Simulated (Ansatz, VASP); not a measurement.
**One calculation of Ru, two programs**

File INCAR:

```
SYSTEM = Ru
PREC = Accurate ; ENCUT = 520
EDIFF = 1E-7 ; ISMEAR = -1
SIGMA = 0.1 ; LREAL = .False.
LASPH = .True. ; NELM = 100
ALGO = Normal ; ISIF = 2
LWAVE = .False. ; LCHARG = .False.
GGA = PE ; NBANDS = 13
```

The input KPOINTS:

```
Automatic mesh
0
Gamma
  15 15 15
  0 0 0
```

The input POSCAR:

```
Ru
1.0
    2.3320440668      0.0000000000      0.0000000000
    0.0000000000      2.3320440668      0.0000000000
    0.0000000000      0.0000000000      2.3320440668
Ru
1
Direct
    0.0000000000      0.0000000000      0.0000000000
```

Input for Ansatz:

```yaml
crystal:
  lattice:
    - [2.3320440668, 0.0, 0.0]
    - [0.0, 2.3320440668, 0.0]
    - [0.0, 0.0, 2.3320440668]
  atoms:
    - { symbol: Ru, position: [0.0, 0.0, 0.0] }
kpoints:
  mp_grid: { grid: [15, 15, 15] }
scf:
  occupations: { method: fermi_dirac, width: 0.1 }
hamiltonian:
  xc: pbe
  pseudopotentials: { kind: paw }
output:
  forces: true
  stress: true
  eigenvalues: true
  populations: true
  write_density: true
  write_potential: true
  elf: true
  volumetric_format: npy
```

Change from the starting cell: volume scaled by 0.8, PAW files.

Alike in both runs: task single point; functional PBE; k mesh 15 × 15 × 15; occupations fermi-dirac, width 0.1 eV; no spin polarisation.

|  | VASP | Ansatz |
| --- | --- | --- |
| version | VASP 6.6.1 | Ansatz 0.2.0 |
| potentials or method | VASP PAW PBE potentials, release 64 (Ru_pv) | PAW with Ansatz's default frozen-core files, scalar-relativistic |
| plane-wave cutoff (eV) | 520 | 420 |
| valence electrons in the cell | 14 | 16 |

|  | VASP | Ansatz | Ansatz less VASP |
| --- | --- | --- | --- |
| pressure (GPa) | 83.6 | 82.5 | -1.08 |

The two sets of potentials don't hold the same shells in valence.

Caveats: the cell as given lies far from equilibrium; so large a pressure means that the cell lies far from this level's equilibrium, or that cutoff or potentials fall short (VASP).
